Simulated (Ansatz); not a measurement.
Fe:

```
Fe
1.0
     0.00000    1.94174    1.96511
     1.49844    0.00000    1.96511
     1.49844    1.94174    0.00000
Fe
1
Direct
  0.00000 0.00000 0.00000
```

Alike in all runs: program Ansatz 0.2.0; functional PBEsol; potentials or basis Ansatz PAW; cutoff 420 eV (not typed: the program's choice for these potentials); k mesh 13 × 13 × 13; occupations fermi-dirac, width 0.05 eV.

Starts and where they ended:

```csv
start,free energy over the lowest (meV/atom),net moment (μB),site or absolute moments (μB),gap
"collinear spin, random start of up to 2.74 μB",0.0,-2.18,Fe -2.21,none (metal or under the smearing width)
no spin polarisation,431.7,-,-,none (metal or under the smearing width)
"collinear spin, ferromagnetic start of up to 4.5 μB",0.0,2.18,Fe +2.21,none (metal or under the smearing width)
"collinear spin, ferromagnetic start of up to 3 μB",0.0,2.18,Fe +2.21,none (metal or under the smearing width)
```

Allowing spin polarisation gains 432 meV/atom. A still lower state may exist.
